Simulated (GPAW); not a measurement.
Si2Ni:

```
Ni Si
1.0
     0.00000    2.70300    2.70300
     2.70300    0.00000    2.70300
     2.70300    2.70300    0.00000
Ni Si
1 2
Direct
  0.00000 0.00000 0.00000
  0.75000 0.75000 0.75000
  0.25000 0.25000 0.25000
```

| Quantity | Value |
| --- | --- |
| Program | GPAW 26.7.0 |
| Task | relaxation of cell and atoms |
| Functional | PBEsol |
| Dispersion | D3 |
| Potentials or basis | PAW data sets generated in the run's folder for this functional |
| Cutoff | 600 eV |
| Basis | pw |
| k mesh | 7 × 7 × 7 |
| Occupations | fermi-dirac, width 0.05 eV |
| Spin | collinear spin, ferromagnetic start |
| Starting moments | [1.0, 0.0, 0.0] μB |

At the start: pressure -3.6 GPa; volume 13.17 Å³/atom.

Task: Where does the relaxation end?

Result: Over 3 steps the energy falls by 3.3 meV/atom and the volume is 12.87 Å³/atom (-2.2 %); space group Fm-3m (No. 225, to 0.05 Å); moment 0.00 μB per cell.

The path:
| step | energy change (eV) | largest force (eV/Å) | pressure (GPa) | volume (Å³) |
| --- | --- | --- | --- | --- |
| 1 | 0.0000 | 0.0000 | -3.63 | 39.50 |
| 2 | -0.0035 | 0.0000 | -2.96 | 39.33 |
| 3 | -0.0098 | 0.0000 | 0.10 | 38.62 |

Final structure:
```
Ni Si
1.0
     0.00000    2.68281    2.68281
     2.68281    0.00000    2.68281
     2.68281    2.68281    0.00000
Ni Si
1 2
Direct
  0.00000 0.00000 0.00000
  0.75000 0.75000 0.75000
  0.25000 0.25000 0.25000
```

Caveat: each step starts from the last one's moments, so a moment once lost doesn't come back; the stock nickel data set gives pressures a few GPa off other programs; later steps reuse the first step's grids; pairwise dispersion overbinds metals, which lowers pressure and volume.
